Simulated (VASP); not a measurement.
A run of VASP 6.6.1 is set up as follows.

POSCAR

```
Si                                      
1.0
    0.0000000000      2.7156083097      2.7156083097
    2.7156083097     -0.0000000000      2.7156083097
    2.7156083097      2.7156083097     -0.0000000000
  Si            
     2
Direct
     0.0000000000000000    0.0000000000000000    0.0000000000000000
     0.2500000000000000    0.2500000000000000    0.2500000000000000
```

File INCAR.step1:

```
ALGO     = Normal         # electronic algorithm
EDIFF    = 1E-5           # SCF threshold, eV
ENCUT    = 520            # plane-wave cutoff, eV
GGA      = PE             # functional
ISIF     = 2              # what is computed and relaxed
ISMEAR   = 0              # smearing method
LASPH    = True           # aspherical terms in the spheres
LCHARG   = False          # write CHGCAR
LREAL    = False          # projectors in reciprocal space
LWAVE    = True           # write WAVECAR
NBANDS   = 11             # bands
NELM     = 80             # most SCF steps
PREC     = Accurate       # precision mode
SIGMA    = 0.02           # smearing width, eV
```

The input INCAR.step2:

```
ALGO     = Normal         # electronic algorithm
EDIFF    = 1E-6           # SCF threshold, eV
ENCUT    = 520            # plane-wave cutoff, eV
GGA      = PE             # functional
HFSCREEN = 0.2            # screening, 1/A
ISIF     = 2              # what is computed and relaxed
ISMEAR   = 0              # smearing method
ISTART   = 1            
LASPH    = True           # aspherical terms in the spheres
LCHARG   = False          # write CHGCAR
LHFCALC  = True           # exact exchange
LREAL    = False          # projectors in reciprocal space
LWAVE    = False          # write WAVECAR
NBANDS   = 11             # bands
NELM     = 80             # most SCF steps
PREC     = Accurate       # precision mode
PRECFOCK = Fast         
SIGMA    = 0.02           # smearing width, eV
```

The input KPOINTS:

```
k-points
0
Gamma
  6 6 6
```

The input KPOINTS_OPT:

```
path GXWKGLUWLK,UX
10
line-mode
reciprocal
 0.0000000000  0.0000000000  0.0000000000  G
 0.5000000000  0.0000000000  0.5000000000  X

 0.5000000000  0.0000000000  0.5000000000  X
 0.5000000000  0.2500000000  0.7500000000  W

 0.5000000000  0.2500000000  0.7500000000  W
 0.3750000000  0.3750000000  0.7500000000  K

 0.3750000000  0.3750000000  0.7500000000  K
 0.0000000000  0.0000000000  0.0000000000  G

 0.0000000000  0.0000000000  0.0000000000  G
 0.5000000000  0.5000000000  0.5000000000  L

 0.5000000000  0.5000000000  0.5000000000  L
 0.6250000000  0.2500000000  0.6250000000  U

 0.6250000000  0.2500000000  0.6250000000  U
 0.5000000000  0.2500000000  0.7500000000  W

 0.5000000000  0.2500000000  0.7500000000  W
 0.5000000000  0.5000000000  0.5000000000  L

 0.5000000000  0.5000000000  0.5000000000  L
 0.3750000000  0.3750000000  0.7500000000  K

 0.6250000000  0.2500000000  0.6250000000  U
 0.5000000000  0.0000000000  0.5000000000  X
```

Potentials or basis: VASP PAW PBE potentials, release 64 (Si).

Launch:

```sh
$ cat potpaw_PBE.64/Si/POTCAR > POTCAR
$ cp INCAR.step1 INCAR
$ mpirun -np 1 vasp_std > vasp.out
$ cp INCAR.step2 INCAR
$ mpirun -np 1 vasp_std > vasp.out
```

**Question.** Predict the band gap along the path.

**Answer.** 1.17 eV, indirect (least direct gap 3.34 eV).

**Question.** Estimate the band gap on the k mesh.

**Answer.** 1.31 eV, indirect (least direct gap 3.34 eV).

**Question.** Estimate the pressure.

**Answer.** 0.2 GPa.

Levels at the corners of the path, in eV from the valence-band top:
```csv
point,band 2,band 3,band 4,band 5,band 6,band 7
Γ,0.00,0.00,0.00,3.34,3.34,3.34
X,-8.67,-3.14,-3.14,1.31,1.31,11.51
X,-8.67,-3.14,-3.14,1.31,1.31,11.51
W,-8.49,-4.20,-4.20,5.07,5.07,6.00
W,-8.49,-4.20,-4.20,5.07,5.07,6.00
K,-8.01,-4.70,-2.66,1.84,4.96,8.65
K,-8.01,-4.70,-2.66,1.84,4.96,8.65
Γ,0.00,0.00,0.00,3.34,3.34,3.34
Γ,0.00,0.00,0.00,3.34,3.34,3.34
L,-7.72,-1.31,-1.31,2.26,4.16,4.16
L,-7.72,-1.31,-1.31,2.26,4.16,4.16
U,-8.01,-4.70,-2.66,1.84,4.96,8.65
U,-8.01,-4.70,-2.66,1.84,4.96,8.65
W,-8.49,-4.20,-4.20,5.07,5.07,6.00
W,-8.49,-4.20,-4.20,5.07,5.07,6.00
L,-7.72,-1.31,-1.31,2.26,4.16,4.16
L,-7.72,-1.31,-1.31,2.26,4.16,4.16
K,-8.01,-4.70,-2.66,1.84,4.96,8.65
U,-8.01,-4.70,-2.66,1.84,4.96,8.65
X,-8.67,-3.14,-3.14,1.31,1.31,11.51
```

Caveat: the PAW data sets were made with another functional, which shifts forces and pressure a little; the mesh misses the band edges, which the band path finds closer together.
